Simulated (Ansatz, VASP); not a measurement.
ZnS: VASP beside Ansatz

File POSCAR:

```
ZnS
1.0
    0.0000000000      2.6390985877      2.6390985877
    2.6390985877      0.0000000000      2.6390985877
    2.6390985877      2.6390985877      0.0000000000
Zn S
1 1
Direct
    0.2500000000      0.2500000000      0.2500000000
    0.0000000000      0.0000000000      0.0000000000
```

Contents of INCAR.step1:

```
SYSTEM = ZnS
PREC     = Accurate       ! precision mode
ENCUT    = 520            ! plane-wave cutoff, eV
ISMEAR   = 0              ! smearing method
SIGMA    = 0.01           ! smearing width, eV
LREAL    = .FALSE.        ! projectors in reciprocal space
LASPH    = .TRUE.         ! aspherical terms in the spheres
NELM     = 60             ! most SCF steps
NBANDS   = 16             ! bands
GGA      = PE             ! functional
ALGO     = Normal         ! electronic algorithm
EDIFF    = 1E-4           ! SCF threshold, eV
LWAVE    = .TRUE.         ! write WAVECAR
LCHARG   = .FALSE.        ! write CHGCAR
```

Contents of INCAR.step2:

```
SYSTEM = ZnS
PREC     = Accurate       ! precision mode
ENCUT    = 520            ! plane-wave cutoff, eV
EDIFF    = 1E-6           ! SCF threshold, eV
ISMEAR   = 0              ! smearing method
SIGMA    = 0.01           ! smearing width, eV
LREAL    = .FALSE.        ! projectors in reciprocal space
LASPH    = .TRUE.         ! aspherical terms in the spheres
NELM     = 60             ! most SCF steps
ALGO     = Normal         ! electronic algorithm
ISIF     = 2              ! what is computed and relaxed
LWAVE    = .FALSE.        ! write WAVECAR
LCHARG   = .TRUE.         ! write CHGCAR
METAGGA  = R2SCAN         ! meta-GGA
LMIXTAU  = .TRUE.       
LELF     = .TRUE.         ! ELF
LVHAR    = .TRUE.       
NBANDS   = 16             ! bands
ISTART   = 1
```

KPOINTS

```
regular mesh
0
G
  6 6 6
  0 0 0
```

Input for Ansatz:

```yaml
crystal:
  lattice:
    - [0.0, 2.6390985877, 2.6390985877]
    - [2.6390985877, 0.0, 2.6390985877]
    - [2.6390985877, 2.6390985877, 0.0]
  atoms:
    - { symbol: Zn, position: [0.25, 0.25, 0.25] }
    - { symbol: S, position: [0.0, 0.0, 0.0] }
kpoints:
  mp_grid: { grid: [6, 6, 6] }
hamiltonian:
  xc: r2scan
scf:
  occupations: { method: fixed }
  n_extra_bands: 4
output:
  forces: true
  stress: true
  eigenvalues: true
```

Alike in both runs: task single point; functional r2SCAN; k mesh 6 × 6 × 6; no spin polarisation.

|  | VASP | Ansatz |
| --- | --- | --- |
| version | VASP 6.6.1 | Ansatz 0.2.0 |
| potentials or method | VASP PAW PBE potentials, release 64 (Zn, S) | plane waves, PAW |
| plane-wave cutoff (eV) | 520 | 500 |
| occupations | gaussian, width 0.01 eV | fixed |
| valence electrons in the cell | 18 | 18 |

```tsv
	VASP	Ansatz	Ansatz less VASP
gap on the k mesh at the Fermi level (eV)	3.01	2.99	-0.016
pressure (GPa)	5.7	5.6	-0.02
```

Caveats: the PAW data sets were made with another functional, which shifts forces and pressure a little (VASP). r2SCAN opens gaps a little over a GGA but as a rule still falls short of measured ones.
